Q: I need the elastic constants of rhodium for a stress analysis, and about 5 % is good enough. You have calculated the crystal at many small strains. Surely I don't need all of them?

Rhodium (fcc) at its measured cell, 13.75 Å³/atom, and with single changes of volume or shape, from Ansatz 0.2.0 (all-electron LAPW, scalar-relativistic PBE without spin, 16 × 16 × 16 k points, Fermi-Dirac smearing 0.08 eV, basis error target 1 meV/atom). Compression is positive; energies include the smearing entropy term and count from spherical, unpolarised free atoms.

| change from the base run | pressure (GPa) | stress xx (GPa) | stress zz (GPa) | stress xy (GPa) | energy less free atoms (eV/atom) |
| --- | --- | --- | --- | --- | --- |
| base | 5.98 | 5.98 | 5.98 | 0.00 | -7.280 |
| volume scaled by 0.94 | 26.67 | 26.67 | 26.67 | 0.00 | -7.200 |
| volume scaled by 0.9405 | 26.46 | 26.46 | 26.46 | 0.00 | -7.201 |
| volume scaled by 0.96 | 18.93 | 18.93 | 18.93 | 0.00 | -7.239 |
| volume scaled by 0.98 | 12.07 | 12.07 | 12.07 | 0.00 | -7.265 |
| volume scaled by 0.99 | 8.94 | 8.94 | 8.94 | 0.00 | -7.274 |
| volume scaled by 1.01 | 3.21 | 3.21 | 3.21 | 0.00 | -7.285 |
| volume scaled by 1.02 | 0.59 | 0.59 | 0.59 | 0.00 | -7.286 |
| volume scaled by 1.04 | -4.19 | -4.19 | -4.19 | 0.00 | -7.283 |
| volume scaled by 1.06 | -8.43 | -8.43 | -8.43 | 0.00 | -7.272 |
| equal xx and yy strain of +1 % | 0.58 | -0.17 | 2.08 | 0.00 | -7.285 |
| equal xx and yy strain of +2 % | -4.23 | -5.63 | -1.43 | 0.00 | -7.280 |
| equal xx and yy strain of +3 % | -8.49 | -10.44 | -4.58 | 0.00 | -7.266 |
| equal xx and yy strain of -1 % | 12.05 | 12.92 | 10.32 | 0.00 | -7.264 |
| equal xx and yy strain of -2 % | 18.86 | 20.71 | 15.15 | 0.00 | -7.236 |
| equal xx and yy strain of -3 % | 26.47 | 29.45 | 20.50 | 0.00 | -7.194 |
| equal xy, yz and zx shear strains of +1 % | 6.09 | 6.09 | 6.09 | -1.99 | -7.278 |
| equal xy, yz and zx shear strains of +2 % | 6.40 | 6.40 | 6.40 | -3.95 | -7.270 |
| equal xy, yz and zx shear strains of +3 % | 6.94 | 6.94 | 6.94 | -5.91 | -7.258 |
| equal xy, yz and zx shear strains of -1 % | 6.09 | 6.09 | 6.09 | 2.02 | -7.278 |
| equal xy, yz and zx shear strains of -2 % | 6.41 | 6.41 | 6.41 | 4.05 | -7.270 |

A: No, but which ones you pick matters. An elastic constant is the slope of stress against strain at vanishing strain, whereas a calculation always takes a finite step. The step has to be large enough to stand out from numerical noise and small enough for the response to stay nearly straight. Every row uses the same theory, PBE without spin, which suits bulk rhodium because it is non-magnetic. Your choice is therefore between settings, and the table can't rank one functional against another.

Q: Then let me try the obvious thing. I compress the volume by 2 % and divide the rise in pressure by 0.02. Is that the bulk modulus?

A: It gives about 305 GPa. Now expand by the same 2 % and divide the drop in pressure by 0.02: you get about 270 GPa. The crystal and the property are the same, yet the two answers differ by more than a tenth. Each is the average stiffness over its own side of the starting cell, and the metal is stiffer on the compressed side.

Q: Why should it be stiffer there?

A: Because the repulsion between neighbouring atoms changes more steeply with distance than the attraction that binds them. Squeeze the crystal and repulsion takes a growing share of the response; stretch it and that share fades. The bond of a diatomic molecule does the same: it resists shortening more than lengthening, so a force constant taken from one side only is biased. The comparison holds for stretching and squeezing, but a single bond has no counterpart to the shear of a crystal. This explanation is standard physics; what the table itself shows is the bent pressure curve.

Q: Can I correct for the bend without knowing the whole curve?

A: You can make it cancel. Let x be the relative change of volume and P₀ the pressure of the base cell. For small x the pressure is

P = P₀ − Bx + cx²,

where B is the bulk modulus and c describes the bend. The slope taken from the base cell is then B − cx in expansion and B + cx in compression, with x now the size of the step. The average of the two is B, whatever c may be.

Q: Please show me that with numbers.

A: Take the volumes 0.98 and 1.02. The two-sided slope is (12.07 − 0.59)/0.04 = 287 GPa. The one-sided slopes lie 17.5 GPa above and below it, and that is the effect of the bend at a 2 % step. About 3 GPa of it, 287 × 0.02/2, would remain even if the modulus did not change, because x is counted against the base volume; the rest is real stiffening.

At a 4 % step the effect should double to 35 GPa, so the one-sided slopes should be 287 − 35 = 252 and 287 + 35 = 322 GPa. The runs at 0.96 and 1.04, which played no part in this estimate, give 254 and 324 GPa. Both misses are below 1 %. They have the same sign because the next, cubic term of the curve raises both slopes, and a two-sided difference does not remove that term.

Q: So the size of the step hardly matters?

A: As long as you use both sides. The two-sided bulk modulus is 286.5 GPa with 1 % steps and 289 GPa with 4 % steps, a change of less than 1 %. With one side only, the error grows in proportion to the step. Shrinking the step would reduce it, but the rounding of the pressures would then weigh more. The second side is the better remedy, since it removes the leading error instead of trading it for noise.

Q: My own code prints energies but no stresses. Can I use those?

A: You can, but you need more digits or larger steps. Stress is already the first derivative of the energy with respect to strain, so one more difference gives a stiffness. From energies you have to take two differences, and the signal shrinks with the square of the step. For 2 % volume steps, the sum of the two outer energies less twice the middle one is only 0.009 eV. Rounding to 0.001 eV can shift that by as much as 0.002 eV.

The result is 262 GPa with a possible rounding error of 58 GPa, which is no use to you. With 4 % steps it becomes 277 GPa, uncertain by up to 15 GPa, which agrees with the stresses but still just misses your target. Printing more digits would remove the rounding, but not the error of the basis. The 1 meV per atom named above the table is the target for that error; the estimate is about 0.2 meV per atom in the runs that report it. Much of it should cancel between neighbouring cells, though energies rounded to 1 meV can't show it at that level.

Q: While we are on energies, is the value near −7.3 eV the energy needed to pull the metal apart into atoms?

A: Not the real one. The reference atom was forced to be spherical and without spin, whereas a real rhodium atom has unpaired electrons and a lower energy. The binding therefore looks too strong. For elastic constants this does no harm, because the same reference is subtracted in every row and drops out of the differences.

Q: A cubic crystal has three elastic constants, and so far I have only the bulk modulus. What else must I run?

A: Two kinds of strain are enough. Stretching x and y equally while z stays fixed changes both volume and shape. The pressure then gives the bulk modulus, and stress xx less stress zz gives C11 − C12, the resistance to a change of shape along the cube axes. Three equal shears give the third constant, C44, from stress xy.

The pair of 1 % strains along x and y gives a bulk modulus of 286.8 GPa, the same as the pure volume changes within rounding. It also gives C11 − C12 = 242.5 GPa. Since the bulk modulus is (C11 + 2 C12)/3, you find C11 = 286.8 + 2 × 242.5/3 ≈ 448 GPa and C12 = 286.8 − 242.5/3 ≈ 206 GPa. You can leave out separate volume runs for this purpose.

Q: Do both kinds of strain need two signs?

A: The first kind does. With a strain of +1 % alone, C11 − C12 comes out as 225 GPa, and with −1 % alone as 260 GPa, about 7 % off on either side. At 3 % the one-sided errors reach about a fifth. The two-sided value moves by only 2 % between those step sizes.

The shears are far more forgiving. C44 is 200 GPa from the 2 % pair, and either sign alone is within about 1 % of that. Even the single run at +3 % gives 5.91/0.03 = 197 GPa. Here the percentage means the change of angle, which is twice the off-diagonal element of the strain.

Q: Why is shear so much kinder?

A: One reason is that it hardly changes the volume: by less than 0.1 % in every shear row, against about 2 % when x and y are strained by 1 %. A run that changes the volume measures the stiffness of a slightly different, denser or looser metal. The response to the change of shape may also be bent in its own right. The pressures tell the two apart. A distorted cell stores elastic energy, and it stores more when the metal is denser, so its pressure lies above that of an undistorted cell of the same volume. In the rows strained by 2 % along x and y this excess is about 0.06 GPa, which means that C11 − C12 falls by about 14 GPa when the volume grows by 2 %. That is most of the 17.5 GPa by which each one-sided value at 1 % misses, so the volume effect is the larger one here. A strain that stretches z while shrinking x and y at constant volume would measure the rest directly.

A small asymmetry remains in shear because the two signs are not equivalent. One lengthens a body diagonal of the cube, and the other shortens it. Cubic symmetry doesn't turn one into the other, so nothing forces the bend to vanish.

Q: The unstrained crystal is under 6 GPa. Was my sample under pressure?

A: That is the pressure PBE assigns to the measured cell. PBE tends to make the late 4d metals too large, so it regards the real spacing as compressed. In these runs the pressure vanishes at about 1.022 times the base volume. You therefore have to choose between the measured spacing and the functional's own state of rest.

Q: Does the choice matter at my 5 %?

A: More than the step size does, once you use both signs. Centred on 1.02 times the base volume, where the pressure is nearly zero, the bulk modulus is 1.02 × (5.98 + 4.19)/0.04 ≈ 259 GPa. That is about 10 % below the value at the measured cell, twice the error you allow. The cause is the same bend as before: a looser crystal is softer.

The pressure also blurs what is meant by an elastic constant. My values are slopes of stress against strain. Some codes instead report second derivatives of the energy with respect to finite (Lagrangian) strain, and under pressure the two differ. For C11 − C12 the difference is twice the pressure, about 12 GPa here, or 5 % of the constant. At zero pressure the two definitions agree.

Q: Which cell would you take, then?

A: For a part at ambient pressure I would take the cell at zero pressure, because all three constants then have one clear meaning. The price is a lattice that is slightly too large and probably too soft. The measured cell corrects the spacing but leaves a pressure that the real sample doesn't have. There is no measured modulus in the table to show which choice comes closer to your sample, so I would quote the 10 % gap as an uncertainty of the bulk modulus. Careful steps alone therefore don't guarantee your 5 %. The shear constants were calculated only at the measured cell, and they should soften too. Under the 2 % shear the pressure rises by 0.42 GPa, of which only about 0.09 GPa comes from the small loss of volume; the rest implies a C44 about 8 % lower at zero pressure. The excess pressure of the x and y strains implies a drop of about 6 % in C11 − C12. Both would have to be repeated at the new cell.

Q: What does all this cost?

A: Count in units of one run on the undistorted crystal. Straining x and y leaves a third of the symmetry operations, and the shears leave a quarter. The number of k points to be calculated, and roughly the work, can therefore rise by factors of up to 3 and 4. A pair of the first kind and a single shear cost up to 2 × 3 + 4 = 10 units, and a second shear adds up to 4 more for a gain of about 1 %.

Finding the zero-pressure volume takes a few undistorted runs at about one unit each. These are the cheapest runs in the list, and they fix the cell, the choice that matters most once both signs are used. I would do them first, then strain x and y by 1 % with both signs, then run one shear, and add the shear of opposite sign only if 1 % in C44 matters to you.

Q: Is there an error that none of these comparisons would reveal?

A: Yes, the k-point mesh. It has the same number of divisions in every run, so the close agreement between step sizes doesn't prove that it is fine enough. In a metal, a change of shape shifts electronic states across the Fermi level, and a coarse mesh can distort the shear constants in particular. Repeating one strained pair on a denser mesh would test this. The smearing is also the same in every run and just as untested: 0.08 eV is about three times the thermal energy at room temperature, and a narrower one needs a denser mesh. The values also describe a lattice without thermal or zero-point motion, and a warm sample is normally somewhat softer.
